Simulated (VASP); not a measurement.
Set up this calculation in VASP 6.6.1, as the native input.

- Task: band structure
- Functional: PBE
- Dispersion: D3(BJ)
- Potentials or basis: VASP PAW PBE potentials, release 64 (Zn, O)
- Cutoff: 520 eV
- k mesh: 9 × 9 × 5
- Occupations: gaussian, width 0.03 eV
- Spin: no spin polarisation
- Further INCAR settings: ALGO = Fast; EDIFF = 1e-07; NBANDS = 26

The structure of ZnO lies in POSCAR:

```
ZnO                                     
1.0
    3.2620320625     -0.0000000000      0.0000000000
   -1.6310160313      2.8250026313      0.0000000000
    0.0000000000     -0.0000000000      5.2646513115
  Zn              O             
     2     2
Direct
     0.3333333300000021    0.6666666699999979    0.4999423884597017
     0.6666666699999979    0.3333333300000021    0.9999423884597017
     0.6666666699999979    0.3333333300000021    0.3790676115402992
     0.3333333300000021    0.6666666699999979    0.8790676115402992
```

One way to write it, as run:

INCAR

```
SYSTEM = ZnO
PREC = Accurate
ENCUT = 520
EDIFF = 1E-7
ISMEAR = 0
SIGMA = 0.03
LREAL = .False.
LASPH = .True.
NELM = 80
ALGO = Fast
ISIF = 2
LWAVE = .False.
LCHARG = .False.
GGA = PE
IVDW = 12
NBANDS = 26
ICORELEVEL = 1
```

KPOINTS

```
Automatic mesh
0
Gamma
  9 9 5
  0 0 0
```

KPOINTS_OPT

```
explicit points
96
Reciprocal
 0.0000000000  0.0000000000  0.0000000000 1
 0.0555555556  0.0000000000  0.0000000000 1
 0.1111111111  0.0000000000  0.0000000000 1
 0.1666666667  0.0000000000  0.0000000000 1
 0.2222222222  0.0000000000  0.0000000000 1
 0.2777777778  0.0000000000  0.0000000000 1
 0.3333333333  0.0000000000  0.0000000000 1
 0.3888888889  0.0000000000  0.0000000000 1
 0.4444444444  0.0000000000  0.0000000000 1
 0.5000000000  0.0000000000  0.0000000000 1
 0.5000000000  0.0000000000  0.0000000000 1
 0.4814814815  0.0370370370  0.0000000000 1
 0.4629629630  0.0740740741  0.0000000000 1
 0.4444444444  0.1111111111  0.0000000000 1
 0.4259259259  0.1481481481  0.0000000000 1
 0.4074074074  0.1851851852  0.0000000000 1
 0.3888888889  0.2222222222  0.0000000000 1
 0.3703703703  0.2592592592  0.0000000000 1
 0.3518518518  0.2962962963  0.0000000000 1
 0.3333333333  0.3333333333  0.0000000000 1
 0.3333333333  0.3333333333  0.0000000000 1
 0.2962962963  0.2962962963  0.0000000000 1
 0.2592592592  0.2592592592  0.0000000000 1
 0.2222222222  0.2222222222  0.0000000000 1
 0.1851851852  0.1851851852  0.0000000000 1
 0.1481481481  0.1481481481  0.0000000000 1
 0.1111111111  0.1111111111  0.0000000000 1
 0.0740740741  0.0740740741  0.0000000000 1
 0.0370370370  0.0370370370  0.0000000000 1
 0.0000000000  0.0000000000  0.0000000000 1
 0.0000000000  0.0000000000  0.0000000000 1
 0.0000000000  0.0000000000  0.0555555556 1
 0.0000000000  0.0000000000  0.1111111111 1
 0.0000000000  0.0000000000  0.1666666667 1
 0.0000000000  0.0000000000  0.2222222222 1
 0.0000000000  0.0000000000  0.2777777778 1
 0.0000000000  0.0000000000  0.3333333333 1
 0.0000000000  0.0000000000  0.3888888889 1
 0.0000000000  0.0000000000  0.4444444444 1
 0.0000000000  0.0000000000  0.5000000000 1
 0.0000000000  0.0000000000  0.5000000000 1
 0.0555555556  0.0000000000  0.5000000000 1
 0.1111111111  0.0000000000  0.5000000000 1
 0.1666666667  0.0000000000  0.5000000000 1
 0.2222222222  0.0000000000  0.5000000000 1
 0.2777777778  0.0000000000  0.5000000000 1
 0.3333333333  0.0000000000  0.5000000000 1
 0.3888888889  0.0000000000  0.5000000000 1
 0.4444444444  0.0000000000  0.5000000000 1
 0.5000000000  0.0000000000  0.5000000000 1
 0.5000000000  0.0000000000  0.5000000000 1
 0.4814814815  0.0370370370  0.5000000000 1
 0.4629629630  0.0740740741  0.5000000000 1
 0.4444444444  0.1111111111  0.5000000000 1
 0.4259259259  0.1481481481  0.5000000000 1
 0.4074074074  0.1851851852  0.5000000000 1
 0.3888888889  0.2222222222  0.5000000000 1
 0.3703703703  0.2592592592  0.5000000000 1
 0.3518518518  0.2962962963  0.5000000000 1
 0.3333333333  0.3333333333  0.5000000000 1
 0.3333333333  0.3333333333  0.5000000000 1
 0.2962962963  0.2962962963  0.5000000000 1
 0.2592592592  0.2592592592  0.5000000000 1
 0.2222222222  0.2222222222  0.5000000000 1
 0.1851851852  0.1851851852  0.5000000000 1
 0.1481481481  0.1481481481  0.5000000000 1
 0.1111111111  0.1111111111  0.5000000000 1
 0.0740740741  0.0740740741  0.5000000000 1
 0.0370370370  0.0370370370  0.5000000000 1
 0.0000000000  0.0000000000  0.5000000000 1
 0.5000000000  0.0000000000  0.5000000000 1
 0.5000000000  0.0000000000  0.4444444444 1
 0.5000000000  0.0000000000  0.3888888889 1
 0.5000000000  0.0000000000  0.3333333333 1
 0.5000000000  0.0000000000  0.2777777778 1
 0.5000000000  0.0000000000  0.2222222222 1
 0.5000000000  0.0000000000  0.1666666667 1
 0.5000000000  0.0000000000  0.1111111111 1
 0.5000000000  0.0000000000  0.0555555556 1
 0.5000000000  0.0000000000  0.0000000000 1
 0.3333333333  0.3333333333  0.0000000000 1
 0.3333333333  0.3333333333  0.0555555556 1
 0.3333333333  0.3333333333  0.1111111111 1
 0.3333333333  0.3333333333  0.1666666667 1
 0.3333333333  0.3333333333  0.2222222222 1
 0.3333333333  0.3333333333  0.2777777778 1
 0.3333333333  0.3333333333  0.3333333333 1
 0.3333333333  0.3333333333  0.3888888889 1
 0.3333333333  0.3333333333  0.4444444444 1
 0.3333333333  0.3333333333  0.5000000000 1
 0.0000000000  0.0000000000  0.0000000000 1
 0.0000000000  0.0000000000  0.5000000000 1
 0.3333333333  0.3333333333  0.5000000000 1
 0.3333333333  0.3333333333  0.0000000000 1
 0.5000000000  0.0000000000  0.5000000000 1
 0.5000000000  0.0000000000  0.0000000000 1
```

Potentials or basis: VASP PAW PBE potentials, release 64 (Zn, O).

Command:

```console
$ cat potpaw_PBE.64/Zn/POTCAR potpaw_PBE.64/O/POTCAR > POTCAR
$ mpirun -np 1 vasp_std > vasp.out
```

Results of the run:

- Pressure: 0.2 GPa
- Largest force: 0.004 eV/Å
- Band gap on the k mesh: 0.75 eV, direct
- Band gap along the path: 0.75 eV, direct
- Dispersion energy per atom: -0.220 eV

Wall time 33 s on 1 thread of Intel(R) Xeon(R) 6975P-C (Granite Rapids), on a shared host, peak memory 0.21 GiB.
